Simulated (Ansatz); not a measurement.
Br under changes of volume

One of the cells (33.988 Å³/atom); the others are scaled copies at fixed shape and fractional positions:

```
CELL_PARAMETERS angstrom
3.36325 -2.32255 0.00000
3.36325 2.32255 0.00000
0.00000 0.00000 8.70230
ATOMIC_POSITIONS crystal
Br 0.36510 0.63490 0.39010
Br 0.13490 0.86510 0.89010
Br 0.63490 0.36510 0.60990
Br 0.86510 0.13490 0.10990
```

| Item | Value |
| --- | --- |
| Program | Ansatz 0.2.0 |
| Functional | PBEsol |
| Potentials or basis | Ansatz PAW |
| Cutoff | 420 eV (not typed: the program's choice for these potentials) |
| k mesh | 7 × 7 × 3 |
| Occupations | fermi-dirac, width 0.05 eV |
| Spin | no spin polarisation |

```csv
volume (Å³/atom),energy over the lowest point (meV/atom),pressure (GPa),gap on the mesh (eV),largest force (eV/Å)
31.949,13.16,2.1,2.03,1.497
32.629,5.94,1.3,1.97,1.219
33.308,1.66,0.7,1.90,0.961
33.988,0.00,0.1,1.84,0.722
34.668,0.67,-0.4,1.78,0.502
35.348,?,?,?,?
36.028,8.01,-1.3,1.67,0.144
```

Task: What does the run at 35.348 Å³/atom give?

Result: Energy over the lowest point 3.42 meV/atom; pressure -0.9 GPa; gap on the mesh 1.72 eV; largest force 0.303 eV/Å.

Worked out: A Birch-Murnaghan fit of order 3 (a polynomial in V^(-2/3)) to the other rows has its minimum at 34.12 Å³/atom with B0 = V·E''(V) = 27 GPa and B' = 4.8 at fixed shape and positions, which overstates the stiffness. It gives 3.42 meV/atom at 35.348 Å³/atom, against the run's 3.42, and -dE/dV = -0.9 GPa, against -0.9. A straight line through the other rows of the gap, of slope -3.02 eV per unit of ln V, gives 1.72 eV, against the run's 1.72.

Energies are extrapolated to zero smearing.

Caveats: odd divisions of the mesh miss points on the zone boundary, where band edges often lie, so the gap on the mesh can be too wide; the PAW data sets come from PBE, with cores solved anew for the run's functional, which leaves a small shift of forces and pressure; forces of over 1 eV/Å show positions far from the minimum, so gaps and moduli don't describe the material at rest (some runs).

A mesh can miss the band edges. Spin-orbit coupling on Br is left out.
